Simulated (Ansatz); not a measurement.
**An O vacancy in corundum Al2O3, 119 atoms, charge 0**

How high is the barrier for this jump? The start is relaxed, a band joins it to the far end, and PBEsol and HSE06 are the levels used.

All numbers are computed with Ansatz 0.2.0 (PAW, plane waves).

**1. The system as built**

119 atoms (48 Al, 71 O); a = 9.548 Å, b = 9.548 Å, c = 13.014 Å, α = 90.00°, β = 90.00°, γ = 120.00°. All atoms were shaken off their sites by about 0.02 Å along each axis. Defect site 1: (0.680, 0.514, 0.583).

Plan of the steps: (2) PBEsol relaxation at the single k point (¼, ¼, ¼), on 1 × NVIDIA GB200 with 8 threads of Arm Neoverse-V2; (3) HSE06 single point at the single k point (¼, ¼, ¼), on 1 × NVIDIA GB200 with 8 threads of Arm Neoverse-V2; (4) PBEsol band at the single k point (¼, ¼, ¼), on 1 × NVIDIA GB200 with 8 threads of Arm Neoverse-V2; (5) HSE06 single point at the single k point (¼, ¼, ¼), on 1 × NVIDIA GB200 with 8 threads of Arm Neoverse-V2.

**2. PBEsol relaxation in the fixed cell**

The input, in.yaml:

```yaml
crystal:
  lattice:
    - [9.547862, 0.000000, 0.000000]
    - [-4.773931, 8.268691, 0.000000]
    - [0.000000, 0.000000, 13.013576]
  atoms:
    - { symbol: Al, position: [0.332476, 0.165837, 0.184837] }
    - { symbol: Al, position: [0.331269, 0.669099, 0.185632] }
    - { symbol: Al, position: [0.834142, 0.166725, 0.184157] }
    - { symbol: Al, position: [0.831043, 0.661816, 0.186944] }
    - { symbol: Al, position: [0.165050, 0.334777, 0.019504] }
    - { symbol: Al, position: [0.169769, 0.837136, 0.019544] }
    - { symbol: Al, position: [0.667180, 0.334832, 0.017842] }
    - { symbol: Al, position: [0.671714, 0.838536, 0.017800] }
    - { symbol: Al, position: [0.170162, 0.332789, 0.313927] }
    - { symbol: Al, position: [0.163953, 0.831750, 0.315695] }
    - { symbol: Al, position: [0.666636, 0.332902, 0.315011] }
    - { symbol: Al, position: [0.663245, 0.831530, 0.313084] }
    - { symbol: Al, position: [0.162195, 0.329511, 0.519818] }
    - { symbol: Al, position: [0.168673, 0.834683, 0.517467] }
    - { symbol: Al, position: [0.665971, 0.330716, 0.517197] }
    - { symbol: Al, position: [0.668321, 0.836639, 0.518561] }
    - { symbol: Al, position: [0.000304, 0.998675, 0.350292] }
    - { symbol: Al, position: [0.001091, 0.501635, 0.351083] }
    - { symbol: Al, position: [0.497114, 0.000017, 0.351069] }
    - { symbol: Al, position: [0.494660, 0.497885, 0.350758] }
    - { symbol: Al, position: [0.002671, 0.997945, 0.147942] }
    - { symbol: Al, position: [0.002427, 0.504330, 0.146466] }
    - { symbol: Al, position: [0.502160, 0.003659, 0.149267] }
    - { symbol: Al, position: [0.496698, 0.495388, 0.149274] }
    - { symbol: Al, position: [0.999551, 0.000488, 0.649441] }
    - { symbol: Al, position: [0.000983, 0.498090, 0.648025] }
    - { symbol: Al, position: [0.501576, 0.002539, 0.650059] }
    - { symbol: Al, position: [0.501935, 0.504184, 0.649645] }
    - { symbol: Al, position: [0.003720, 0.002022, 0.850260] }
    - { symbol: Al, position: [0.003484, 0.499733, 0.852560] }
    - { symbol: Al, position: [0.495371, 0.997143, 0.851612] }
    - { symbol: Al, position: [0.500360, 0.499407, 0.848660] }
    - { symbol: Al, position: [0.336090, 0.166118, 0.686433] }
    - { symbol: Al, position: [0.332708, 0.668140, 0.683398] }
    - { symbol: Al, position: [0.834153, 0.170022, 0.686930] }
    - { symbol: Al, position: [0.828919, 0.670397, 0.684476] }
    - { symbol: Al, position: [0.329992, 0.167569, 0.481952] }
    - { symbol: Al, position: [0.333697, 0.672232, 0.482711] }
    - { symbol: Al, position: [0.835337, 0.168019, 0.480238] }
    - { symbol: Al, position: [0.834230, 0.667066, 0.481094] }
    - { symbol: Al, position: [0.333526, 0.167791, 0.982461] }
    - { symbol: Al, position: [0.333118, 0.663036, 0.979900] }
    - { symbol: Al, position: [0.828884, 0.162810, 0.979425] }
    - { symbol: Al, position: [0.835501, 0.665638, 0.979795] }
    - { symbol: Al, position: [0.169421, 0.332599, 0.813374] }
    - { symbol: Al, position: [0.166572, 0.831072, 0.813923] }
    - { symbol: Al, position: [0.664190, 0.330313, 0.814602] }
    - { symbol: Al, position: [0.667434, 0.832600, 0.814658] }
    - { symbol: O, position: [0.153379, 0.998613, 0.248453] }
    - { symbol: O, position: [0.152105, 0.499991, 0.251691] }
    - { symbol: O, position: [0.646429, 0.997908, 0.254027] }
    - { symbol: O, position: [0.653568, 0.501696, 0.250066] }
    - { symbol: O, position: [0.333860, 0.013053, 0.083165] }
    - { symbol: O, position: [0.332560, 0.508831, 0.082712] }
    - { symbol: O, position: [0.828783, 0.012807, 0.082647] }
    - { symbol: O, position: [0.832977, 0.512292, 0.085044] }
    - { symbol: O, position: [0.998387, 0.153636, 0.252461] }
    - { symbol: O, position: [0.997781, 0.653939, 0.250490] }
    - { symbol: O, position: [0.503590, 0.151857, 0.248042] }
    - { symbol: O, position: [0.499595, 0.653937, 0.251804] }
    - { symbol: O, position: [0.345919, 0.346171, 0.249962] }
    - { symbol: O, position: [0.347082, 0.846309, 0.247419] }
    - { symbol: O, position: [0.849329, 0.352246, 0.251207] }
    - { symbol: O, position: [0.849071, 0.849278, 0.251105] }
    - { symbol: O, position: [0.178577, 0.165833, 0.084608] }
    - { symbol: O, position: [0.178177, 0.665489, 0.083758] }
    - { symbol: O, position: [0.682049, 0.169010, 0.084619] }
    - { symbol: O, position: [0.679760, 0.666266, 0.084970] }
    - { symbol: O, position: [0.182812, 0.016796, 0.583250] }
    - { symbol: O, position: [0.185974, 0.511676, 0.583894] }
    - { symbol: O, position: [0.675793, 0.009764, 0.583689] }
    - { symbol: O, position: [0.170173, 0.180488, 0.415937] }
    - { symbol: O, position: [0.168226, 0.680675, 0.415920] }
    - { symbol: O, position: [0.665264, 0.178239, 0.419905] }
    - { symbol: O, position: [0.665409, 0.677161, 0.416327] }
    - { symbol: O, position: [0.014575, 0.334309, 0.416181] }
    - { symbol: O, position: [0.010198, 0.826528, 0.415080] }
    - { symbol: O, position: [0.513690, 0.335841, 0.415665] }
    - { symbol: O, position: [0.510366, 0.828553, 0.416532] }
    - { symbol: O, position: [0.014238, 0.180106, 0.917686] }
    - { symbol: O, position: [0.013320, 0.682247, 0.915169] }
    - { symbol: O, position: [0.516017, 0.183183, 0.915628] }
    - { symbol: O, position: [0.511409, 0.677659, 0.918125] }
    - { symbol: O, position: [0.996043, 0.342392, 0.749518] }
    - { symbol: O, position: [0.999110, 0.851004, 0.749330] }
    - { symbol: O, position: [0.504038, 0.346222, 0.752207] }
    - { symbol: O, position: [0.500774, 0.843848, 0.750302] }
    - { symbol: O, position: [0.485685, 0.318024, 0.081927] }
    - { symbol: O, position: [0.489510, 0.825656, 0.083691] }
    - { symbol: O, position: [0.986923, 0.321445, 0.082535] }
    - { symbol: O, position: [0.983956, 0.819379, 0.080144] }
    - { symbol: O, position: [0.486124, 0.166262, 0.583989] }
    - { symbol: O, position: [0.485240, 0.663308, 0.581674] }
    - { symbol: O, position: [0.982442, 0.163715, 0.581401] }
    - { symbol: O, position: [0.985320, 0.669789, 0.581166] }
    - { symbol: O, position: [0.338498, 0.323340, 0.582835] }
    - { symbol: O, position: [0.333669, 0.816184, 0.581952] }
    - { symbol: O, position: [0.831632, 0.319174, 0.583506] }
    - { symbol: O, position: [0.835828, 0.821126, 0.582259] }
    - { symbol: O, position: [0.322567, 0.490460, 0.417316] }
    - { symbol: O, position: [0.324284, 0.992984, 0.413732] }
    - { symbol: O, position: [0.819891, 0.486428, 0.419280] }
    - { symbol: O, position: [0.819409, 0.985981, 0.419638] }
    - { symbol: O, position: [0.318404, 0.332018, 0.918737] }
    - { symbol: O, position: [0.317641, 0.830516, 0.914232] }
    - { symbol: O, position: [0.821356, 0.332576, 0.918167] }
    - { symbol: O, position: [0.821368, 0.831927, 0.919410] }
    - { symbol: O, position: [0.343994, 0.000914, 0.749347] }
    - { symbol: O, position: [0.349203, 0.500194, 0.749045] }
    - { symbol: O, position: [0.848470, 0.001305, 0.752339] }
    - { symbol: O, position: [0.843070, 0.496561, 0.747840] }
    - { symbol: O, position: [0.150726, 0.150848, 0.748282] }
    - { symbol: O, position: [0.151437, 0.649377, 0.751800] }
    - { symbol: O, position: [0.655374, 0.154752, 0.747646] }
    - { symbol: O, position: [0.648408, 0.649841, 0.750432] }
    - { symbol: O, position: [0.167872, 0.481635, 0.921284] }
    - { symbol: O, position: [0.166932, 0.988726, 0.918126] }
    - { symbol: O, position: [0.668636, 0.489054, 0.912825] }
    - { symbol: O, position: [0.666119, 0.984693, 0.917293] }
  symmetry: { detect: false }
kpoints:
  mp_grid: { grid: [1, 1, 1], shift: [0.25, 0.25, 0.25] }
hamiltonian:
  xc: pbesol
scf:
  occupations: { method: fermi_dirac, width: 0.01 }
relax:
  f_tol: 0.03
  max_steps: 80
  escape_saddle: false
  adjacent_minimum: "off"
output:
  forces: true
  eigenvalues: true
  populations: true
```

Launch:

```sh
$ ansatz run in.yaml --threads 8 --pin off --max-ram 118750MiB --runs-dir r --events-out ev --progress --plain --backend cuda --devices 0, --max-vram 170GiB
```

Further steps of the session: Single point with HSE06; Nudged elastic band for the jump; Single point with HSE06.

Q: Predict the outcome of this session. Wanted: for each run, top filled to lowest empty.

**Answer**, as computed:

| level | time | top filled to lowest empty (eV) |
| --- | --- | --- |
| PBEsol, relaxation | 4.6 s (GPU) | 4.38 |
| HSE06 | 20 s (GPU) | 5.69 |
| HSE06, at the band's top | 22 s (GPU) | 1.52 |

| quantity | value |
| --- | --- |
| relaxation | 5 recorded steps, 1.67 eV gained |
| largest shift | 0.13 Å (Al28 and others alike) |
| barrier forwards, backwards | 4.91, 4.91 eV |
| jump | O by 2.61 Å |
| band iterations | 8 |
| top less start by HSE06 | 5.36 eV |

**What this shows.** Relaxation gains 1.67 eV, with shifts up to 0.13 Å (Al28 and others alike). The PBEsol barrier is 4.91 eV forwards and 4.91 eV back, about 190 times kT at 300 K. The cell's size and k points aren't converged for it. The top is a first-order saddle. On the same two geometries HSE06 gives 5.36 eV. At the same k points, PBEsol gives a spacing 1.31 eV smaller than the 5.69 eV of HSE06. In a defect cell this spacing can involve defect levels, so it need not be the gap.
